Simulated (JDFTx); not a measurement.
Fitting the r2SCAN energy curve of LiH

```cif
data_structure
_symmetry_space_group_name_H-M 'P 1'
_symmetry_Int_Tables_number 1
_cell_length_a 2.8804
_cell_length_b 2.8804
_cell_length_c 2.8804
_cell_angle_alpha 60.000
_cell_angle_beta 60.000
_cell_angle_gamma 60.000
_cell_volume 16.90
loop_
_atom_site_label
_atom_site_type_symbol
_atom_site_fract_x
_atom_site_fract_y
_atom_site_fract_z
_atom_site_occupancy
Li1 Li 0.00000 0.00000 0.00000 1
H1 H 0.50000 0.50000 0.50000 1
```

The cell was scaled at fixed shape and fractions and run with JDFTx, SG15-PBE-1.2 with smoothed tails, cutoff 1088 eV; r2SCAN, k mesh 11 × 11 × 11 on the cell of 2 atoms, fermi-dirac occupations of 0.05 eV, no spin polarisation, no spin-orbit coupling. The potentials were made for PBE. Energies are those that the program minimises, any entropy of the smearing included.

```tsv
V (Å³/atom)	energy over the lowest row (meV/atom)
7.9422	0.513
8.1112	0.000
8.2802	0.283
8.4492	?
8.6181	2.963
8.7871	5.241
8.9561	8.075
```

Fit the third-order Birch-Murnaghan form, give V0, B0 and B′, and predict the energy left open.

With y = (V0/V)^(2/3), E = E0 + (9 V0 B0/16) [(y - 1)³ B′ + (y - 1)² (6 - 4y)]. Least squares through the rows shown give V0 = 8.1333 Å³/atom, E0 = -0.006 meV, B0 = 35.82 GPa (1 eV/Å³ = 160.218 GPa) and B′ = 3.35, with a largest miss of 0.001 meV. At V = 8.4492 the form with these constants gives 1.292 meV; the run gave 1.290 meV an atom.
